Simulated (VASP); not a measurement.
# Ag (Fm-3m) in VASP: further runs

Aim: see how the results for Ag move with the level of theory and the settings. Levels: RPBE+D4, revPBE+D3. Tasks: relaxation of cell and atoms.

Program: VASP 6.6.1. These are calculated values, not measurements. Logs are shortened: lines on timing, memory, paths and dates and some standing lists are left out, and cuts for length are marked.

### 1 The crystal as given

It takes space group Fm-3m (No. 225, cubic). Conventional cell: a = 4.085 Å, b = 4.085 Å, c = 4.085 Å, α = 90.00°, β = 90.00°, γ = 90.00°. Around Ag (site symmetry m-3m) lie 12 Ag at 2.89 Å.

### 2 Relaxation of cell and atoms, RPBE+D4

Contents of INCAR:

```
SYSTEM = Ag
  PREC = Accurate
  ENCUT = 600
  EDIFF = 1E-7
  ISMEAR = -1
  SIGMA = 0.05
  LREAL = .False.
  LASPH = .True.
  NELM = 80
  ALGO = Fast
  ISIF = 3
  LWAVE = .False.
  LCHARG = .False.
  GGA = RP
  IVDW = 13
  IBRION = 2
  NSW = 40
  EDIFFG = -0.01
```

Contents of KPOINTS:

```
regular mesh
0
Gamma
  11 11 11
  0 0 0
```

Contents of POSCAR:

```
Ag
1.0
    0.0000000000      2.0427500000      2.0427500000
    2.0427500000      0.0000000000      2.0427500000
    2.0427500000      2.0427500000      0.0000000000
Ag
1
Direct
    0.0000000000      0.0000000000      0.0000000000
```

Potentials or basis: VASP PAW PBE potentials, release 64 (Ag).

Started as:

```console
$ cat potpaw_PBE.64/Ag/POTCAR > POTCAR
$ mpirun -np 1 vasp_std > vasp.out
```

OUTCAR:

```text
SYSTEM = Ag
   PREC = Accurate
   ENCUT = 600
   EDIFF = 1E-7
   ISMEAR = -1
   LREAL = .False.
   LASPH = .True.
   NELM = 80
   ISIF = 3
   GGA = RP
   IVDW = 13
   IBRION = 2
   NSW = 40
   EDIFFG = -0.01

 ion  position               nearest neighbor table
   1  0.000  0.000  0.000-

  LATTYP: Found a face centered cubic cell.
 ALAT       =     4.0855000000

  Lattice vectors:

 A1 = (   0.0000000000,   2.0427500000,   2.0427500000)
 A2 = (   2.0427500000,   0.0000000000,   2.0427500000)
 A3 = (   2.0427500000,   2.0427500000,   0.0000000000)

Analysis of symmetry for initial positions (statically):
=====================================================================
 Subroutine PRICEL returns:
 Original cell was already a primitive cell.

 Routine SETGRP: Setting up the symmetry group for a
 face centered cubic supercell.

 Subroutine GETGRP returns: Found 48 space group operations
 (whereof 48 operations were pure point group operations)
 out of a pool of 48 trial point group operations.

The static configuration has the point symmetry O_h .

Analysis of symmetry for dynamics (positions and initial velocities):
=====================================================================
 Subroutine PRICEL returns:
 Original cell was already a primitive cell.

 Routine SETGRP: Setting up the symmetry group for a
 face centered cubic supercell.

 Subroutine GETGRP returns: Found 48 space group operations
 (whereof 48 operations were pure point group operations)
 out of a pool of 48 trial point group operations.

The dynamic configuration has the point symmetry O_h .

 Subroutine INISYM returns: Found 48 space group operations
 (whereof 48 operations are pure point group operations),
 and found     1 'primitive' translations

----------------------------------------------------------------------------------------

                                     Primitive cell

  volume of cell :      17.0481

  direct lattice vectors                    reciprocal lattice vectors
     0.000000000  2.042750000  2.042750000    -0.244768082  0.244768082  0.244768082
     2.042750000  0.000000000  2.042750000     0.244768082 -0.244768082  0.244768082
     2.042750000  2.042750000  0.000000000     0.244768082  0.244768082 -0.244768082

  length of vectors
     2.888884755  2.888884755  2.888884755     0.423950755  0.423950755  0.423950755

  position of ions in fractional coordinates (direct lattice)
     0.000000000  0.000000000  0.000000000

  ion indices of the primitive-cell ions
   primitive index   ion index
                 1           1

----------------------------------------------------------------------------------------

 KPOINTS: regular mesh

Automatic generation of k-mesh.
 Grid dimensions read from file:
 generate k-points for:   11   11   11

 Generating k-lattice:

  Cartesian coordinates                     Fractional coordinates (reciprocal lattice)
    -0.022251644  0.022251644  0.022251644     0.090909091  0.000000000  0.000000000
     0.022251644 -0.022251644  0.022251644     0.000000000  0.090909091  0.000000000
     0.022251644  0.022251644 -0.022251644     0.000000000  0.000000000  0.090909091

  Length of vectors
     0.038540978  0.038540978  0.038540978

  Shift w.r.t. Gamma in fractional coordinates (k-lattice)
     0.000000000  0.000000000  0.000000000

 Subroutine IBZKPT returns following result:
 ===========================================

 Found     56 irreducible k-points:

 Following reciprocal coordinates:
            Coordinates               Weight
  0.000000  0.000000  0.000000      1.000000
  0.090909  0.000000  0.000000      8.000000
  0.181818  0.000000  0.000000      8.000000
  0.272727  0.000000  0.000000      8.000000
  0.363636  0.000000  0.000000      8.000000
  0.454545  0.000000  0.000000      8.000000
[... 16 lines left out ...]
 -0.272727  0.181818  0.000000     24.000000
 -0.181818  0.181818  0.000000     12.000000
 [... further k-points ...]
   k-points           NKPTS =     56   k-points in BZ     NKDIM =     56   number of bands    NBANDS=      9
   number of dos      NEDOS =    301   number of ions     NIONS =      1
   total plane-waves  NPLWV =  13824
   dimension x,y,z NGX =    24 NGY =   24 NGZ =   24
   dimension x,y,z NGXF=    48 NGYF=   48 NGZF=   48
   ions per type =               1
   NGX,Y,Z   is equivalent  to a cutoff of  13.81, 13.81, 13.81 a.u.
   NGXF,Y,Z  is equivalent  to a cutoff of  27.62, 27.62, 27.62 a.u.
 SYSTEM =  Ag
   PREC   = accura    normal or accurate (medium, high low for compatibility)
   ISTART =      0    job   : 0-new  1-cont  2-samecut
   ICHARG =      2    charge: 1-file 2-atom 10-const
   ISPIN  =      1    spin polarized calculation?
   LNONCOLLINEAR =      F non collinear calculations
   LSORBIT =      F    spin-orbit coupling
   LASPH  =      T    aspherical Exc in radial PAW
   ENCUT  =  600.0 eV  44.10 Ry    6.64 a.u.   5.77  5.77  5.77*2*pi/ulx,y,z
   NELM   =     80;   NELMIN=  2; NELMDL= -5     # of ELM steps
   EDIFF  = 0.1E-06   stopping-criterion for ELM
   LREAL  =      F    real-space projection
   EDIFFG = -.1E-01   stopping-criterion for IOM
   NSW    =     40    number of steps for IOM
   IBRION =      2    ionic relax: 0-MD 1-quasi-New 2-CG
   NFREE  =      1    steps in history (QN), initial steepest desc. (CG)
   ISIF   =      3    stress and relaxation
   ISYM   =      2    0-nonsym 1-usesym 2-fastsym
   POTIM  = 0.5000    time-step for ionic-motion
   TEBEG  =    0.0;   TEEND  =   0.0 temperature during run
   PSTRESS=    0.0 pullay stress
   NELECT =      11.0000    total number of electrons
   NUPDOWN=      -1.0000    fix difference up-down
   EMIN   =  10.00;   EMAX   =-10.00  energy-range for DOS
   EFERMI =   0.00;   METHOD = LEGACY
   ISMEAR =    -1;   SIGMA  =   0.05  broadening in eV -4-tet -1-fermi 0-gaus
   EFERMI_NEDOS =   21; number of points for ismear=-14 and -15
   IALGO  =     68    algorithm
   IMIX   =      4    mixing-type and parameters
     AMIX     =   0.40;   BMIX     =  1.00
     AMIX_MAG =   1.60;   BMIX_MAG =  1.00
  volume/ion in A,a.u.               =      17.05       115.05
  Fermi-wavevector in a.u.,A,eV,Ry     =   1.414644  2.673290 27.228221  2.001218
  Thomas-Fermi vector in A             =   2.536165
   LORBIT       =      0    0 simple, 1 ext, 2 COOP (PROOUT), +10 PAW based schemes
   GGA     = RP    functional components
   LHFCALC =     F    Hartree Fock is set to
   AEXX    =    0.0000 exact exchange contribution
   IVDW    =    13    specifies the selected vdW correction
   LEPSILON=     F    determine dielectric tensor
   LRPA    =     F    only Hartree local field effects (RPA)
 conjugate gradient relaxation of ions
 non-spin polarized calculation
 RMM-DIIS sequential band-by-band and
  energy-cutoff  :      600.00
  volume of cell :       17.05
 maximum number of plane-waves:       578
   NGX = 11   NGY = 11   NGZ = 11

--------------------------------------- Ionic step        1  -------------------------------------------

 number of electron      10.9999999 magnetization

 Free energy of the ion-electron system (eV)
  ---------------------------------------------------
  ext. energy  EPLUGINS =         0.00000000
  ---------------------------------------------------
  free energy    TOTEN  =        -2.16327240 eV

  energy without entropy =       -2.16045954  energy(sigma->0) =       -2.16186597

------------------------ aborting loop because EDIFF is reached ----------------------------------------

  DFT-D4 for vdW energy calculation

  Edisp (eV):   -1.11810

  FORCE on cell =-STRESS in cart. coord.  units (eV):
  Direction    XX          YY          ZZ          XY          YZ          ZX
  --------------------------------------------------------------------------------------
  -------------------------------------------------------------------------------------
  Total      -0.12310    -0.12310    -0.12310     0.00000     0.00000    -0.00000
  in kB     -11.56881   -11.56881   -11.56881     0.00000     0.00000    -0.00000
  external pressure =      -11.57 kB  Pullay stress =        0.00 kB
[... 59 lines left out ...]
  energy  without entropy=       -3.2795049516  energy(sigma->0) =       -3.28073118

--------------------------------------- Ionic step        3  -------------------------------------------

 number of electron      11.0000000 magnetization

 Free energy of the ion-electron system (eV)
  ---------------------------------------------------
  ext. energy  EPLUGINS =         0.00000000
  ---------------------------------------------------
  free energy    TOTEN  =        -2.15158611 eV

  energy without entropy =       -2.14902338  energy(sigma->0) =       -2.15030474

 E-fermi :   8.9989     XC(G=0): -12.1548

 val. band max:        8.9485557816   @ k =  -0.4545   0.0909   0.0000
 cond. band min:       9.0624011527   @ k =   0.4545   0.3636   0.0000
 fundamental gap:      0.1138453711
 Fermi energy:         8.9988804537

 k-point     1 :       0.0000    0.0000    0.0000
  band No.  band energies     occupation
      1       0.9145      2.00000
      2       3.8634      2.00000
      3       3.8634      2.00000
      4       3.8634      2.00000
      5       4.9129      2.00000
      6       4.9129      2.00000
      7      24.7756      0.00000
      8      28.4666      0.00000
      9      28.4666      0.00000
[... 265 lines left out ...]
 k-point    24 :      -0.1818    0.1818    0.0000
  band No.  band energies     occupation
      1       2.9521      2.00000
      2       3.4554      2.00000
      3       4.0817      2.00000
      4       4.4862      2.00000
      5       4.5163      2.00000
      6       6.0857      2.00000
      7      20.7889      0.00000
      8      21.1962      0.00000
      9      27.4673      0.00000

 [... further k-points ...]

------------------------ aborting loop because EDIFF is reached ----------------------------------------

  DFT-D4 for vdW energy calculation

  Edisp (eV):   -1.13057

  FORCE on cell =-STRESS in cart. coord.  units (eV):
  Direction    XX          YY          ZZ          XY          YZ          ZX
  --------------------------------------------------------------------------------------
  -------------------------------------------------------------------------------------
  Total       0.00072     0.00072     0.00072     0.00000    -0.00000     0.00000
  in kB       0.06835     0.06835     0.06835     0.00000    -0.00000     0.00000
  external pressure =        0.07 kB  Pullay stress =        0.00 kB
[... 16 lines left out ...]
  FREE ENERGIE OF THE ION-ELECTRON SYSTEM (eV)
  ---------------------------------------------------
  free  energy   TOTEN  =        -3.2821607998 eV

  energy  without entropy=       -3.2795980687  energy(sigma->0) =       -3.28087943

 reached required accuracy - stopping structural energy minimisation
```

Wall time 16 s (1 thread of Intel Xeon Platinum 8488C (Sapphire Rapids), shared host); peak memory 0.14 GiB.

What came out:

```yaml
Free_energy: -3.2822 eV
Relaxed_volume: 16.84 Å³/atom
Relaxed_cell: a = 2.877 Å, b = 2.877 Å, c = 2.877 Å, α = 60.00°, β = 60.00°, γ = 60.00°
Space_group_after_relaxing_to_0.05_Å: Fm-3m (No. 225)
Energy_gained_by_relaxing: 0.8 meV/atom
Ionic_steps: 3
Pressure_after_relaxing: 0.0 GPa
Band_gap_on_the_k_mesh: none (metal or under the smearing width)
Dispersion_energy_per_atom: -1.131 eV
```

The path:
```
step  energy change (eV)  largest force (eV/Å)  pressure (GPa)  volume (Å³)
   1              0.0000                0.0000           -1.16        17.05
   2             -0.0006                0.0000            0.70        16.75
   3             -0.0008                0.0000            0.01        16.84
```

Final structure:
```
Ag
1.0
     0.00000    2.03450    2.03450
     2.03450    0.00000    2.03450
     2.03450    2.03450    0.00000
Ag
1
Direct
  0.00000 0.00000 0.00000
```

Caveat: the PAW data sets were made with another functional, which shifts forces and pressure a little; pairwise dispersion overbinds metals, which lowers pressure and volume.

### 3 Relaxation of cell and atoms, revPBE+D3

Contents of INCAR:

```
SYSTEM = Ag
PREC = Accurate ; ENCUT = 600
EDIFF = 1E-7 ; ISMEAR = -1
SIGMA = 0.05 ; LREAL = .FALSE.
LASPH = .TRUE. ; NELM = 100
ALGO = Normal ; ISIF = 3
LWAVE = .FALSE. ; LCHARG = .FALSE.
GGA = RE ; IVDW = 11
IBRION = 2 ; NSW = 40
EDIFFG = -0.005
```

Contents of KPOINTS:

```
Automatic mesh
0
G
  11 11 11
  0 0 0
```

POSCAR is that of step 2.

Potentials or basis: VASP PAW PBE potentials, release 64 (Ag).

Started as:

```console
$ cat potpaw_PBE.64/Ag/POTCAR > POTCAR
$ mpirun -np 1 vasp_std > vasp.out
```

OUTCAR:

```text
SYSTEM = Ag
   PREC = Accurate
   ENCUT = 600
   EDIFF = 1E-7
   ISMEAR = -1
   LREAL = .FALSE.
   LASPH = .TRUE.
   NELM = 100
   ISIF = 3
   GGA = RE
   IVDW = 11
   IBRION = 2
   NSW = 40
   EDIFFG = -0.005
 IVDW          = 11

 ion  position               nearest neighbor table
   1  0.000  0.000  0.000-

  LATTYP: Found a face centered cubic cell.
 ALAT       =     4.0855000000

  Lattice vectors:

 A1 = (   0.0000000000,   2.0427500000,   2.0427500000)
 A2 = (   2.0427500000,   0.0000000000,   2.0427500000)
 A3 = (   2.0427500000,   2.0427500000,   0.0000000000)

Analysis of symmetry for initial positions (statically):
=====================================================================
 Subroutine PRICEL returns:
 Original cell was already a primitive cell.

 Routine SETGRP: Setting up the symmetry group for a
 face centered cubic supercell.

 Subroutine GETGRP returns: Found 48 space group operations
 (whereof 48 operations were pure point group operations)
 out of a pool of 48 trial point group operations.

The static configuration has the point symmetry O_h .

Analysis of symmetry for dynamics (positions and initial velocities):
[... 147 lines left out ...]
--------------------------------------- Ionic step        1  -------------------------------------------

 number of electron      10.9999999 magnetization

 Free energy of the ion-electron system (eV)
  ---------------------------------------------------
  ext. energy  EPLUGINS =         0.00000000
  ---------------------------------------------------
  free energy    TOTEN  =        -2.27005468 eV

  energy without entropy =       -2.26724200  energy(sigma->0) =       -2.26864834

------------------------ aborting loop because EDIFF is reached ----------------------------------------

 Edisp (eV)   -0.82258

 E8    (eV) :    -0.3872
[... 69 lines left out ...]
--------------------------------------- Ionic step        3  -------------------------------------------

 number of electron      10.9999999 magnetization

 Free energy of the ion-electron system (eV)
  ---------------------------------------------------
  ext. energy  EPLUGINS =         0.00000000
  ---------------------------------------------------
  free energy    TOTEN  =        -2.26597140 eV

  energy without entropy =       -2.26326439  energy(sigma->0) =       -2.26461790

 E-fermi :   8.8611     XC(G=0): -12.1484

 val. band max:        8.8172337998   @ k =  -0.4545   0.0909   0.0000
 cond. band min:       8.9212292242   @ k =   0.4545   0.3636   0.0000
 fundamental gap:      0.1039954243
 Fermi energy:         8.8611276064

 k-point     1 :       0.0000    0.0000    0.0000
  band No.  band energies     occupation
      1       0.8206      2.00000
      2       3.7573      2.00000
      3       3.7573      2.00000
      4       3.7573      2.00000
      5       4.7955      2.00000
      6       4.7955      2.00000
      7      24.6279      0.00000
      8      28.2671      0.00000
      9      28.2671      0.00000
[... 265 lines left out ...]
 k-point    24 :      -0.1818    0.1818    0.0000
  band No.  band energies     occupation
      1       2.8499      2.00000
      2       3.3544      2.00000
      3       3.9743      2.00000
      4       4.3736      2.00000
      5       4.4039      2.00000
      6       5.9566      2.00000
      7      20.5925      0.00000
      8      20.9962      0.00000
      9      27.2757      0.00000

 [... further k-points ...]

------------------------ aborting loop because EDIFF is reached ----------------------------------------

 Edisp (eV)   -0.82678

 E8    (eV) :    -0.3895
[... 24 lines left out ...]
  FREE ENERGIE OF THE ION-ELECTRON SYSTEM (eV)
  ---------------------------------------------------
  free  energy   TOTEN  =        -3.0927538529 eV

  energy  without entropy=       -3.0900468425  energy(sigma->0) =       -3.09140035

 reached required accuracy - stopping structural energy minimisation
```

Run time: 10 s. Hardware: 1 thread of Intel Xeon Platinum 8488C (Sapphire Rapids), shared host; peak memory 0.16 GiB.

What came out:

| Item | Value |
| --- | --- |
| Free energy | -3.0928 eV |
| Relaxed volume | 16.96 Å³/atom |
| Relaxed cell | a = 2.884 Å, b = 2.884 Å, c = 2.884 Å, α = 60.00°, β = 60.00°, γ = 60.00° |
| Space group after relaxing (to 0.05 Å) | Fm-3m (No. 225) |
| Energy gained by relaxing | 0.1 meV/atom |
| Ionic steps | 3 |
| Pressure after relaxing | 0.0 GPa |
| Band gap on the k mesh | none (metal or under the smearing width) |
| Dispersion energy per atom | -0.827 eV |

The path:
```
step  energy change (eV)  largest force (eV/Å)  pressure (GPa)  volume (Å³)
   1              0.0000                0.0000           -0.43        17.05
   2             -0.0001                0.0000            0.14        16.94
   3             -0.0001                0.0000            0.02        16.96
```

Final structure:
```
Ag
1.0
     0.00000    2.03926    2.03926
     2.03926    0.00000    2.03926
     2.03926    2.03926    0.00000
Ag
1
Cartesian
  0.0000 0.0000 0.0000
```

Levels at points of the mesh, in eV from the Fermi level:
| k point | band 4 | band 5 | band 6 | band 7 | band 8 | band 9 |
| --- | --- | --- | --- | --- | --- | --- |
| (0.00, 0.00, 0.00) | -5.10 | -4.07 | -4.07 | 15.77 | 19.41 | 19.41 |

Caveat: the PAW data sets were made with another functional, which shifts forces and pressure a little; pairwise dispersion overbinds metals, which lowers pressure and volume.

### 4 For comparison

An earlier run on the cell as given: functional PBEsol; potentials or basis VASP PAW PBE potentials, release 64 (Ag); cutoff 520 eV; k mesh 11 × 11 × 11; occupations fermi-dirac, width 0.05 eV; no spin polarisation.

- Pressure: -3.1 GPa
- Band gap on the k mesh: none (metal or under the smearing width)

### 5 Summary

```csv
task,level,cell,cutoff (eV),ladder,gap on the mesh (eV),pressure (GPa),relaxed volume (Å³/atom)
relaxation of cell and atoms,RPBE+D4,relaxed,600,-,none,0.0,16.84
relaxation of cell and atoms,revPBE+D3,relaxed,600,-,none,0.0,16.96
single point,PBEsol,as given,520,free,none,-3.1,-
```

Alike in all rows: potentials or basis VASP PAW PBE potentials, release 64 (Ag); no spin polarisation; k mesh 11 × 11 × 11; smearing fermi-dirac 0.05 eV.

Caveats: the PAW data sets were made with another functional, which shifts forces and pressure a little; pairwise dispersion overbinds metals, which lowers pressure and volume (some runs).

Absolute energies hang on the potentials; compare differences alone.
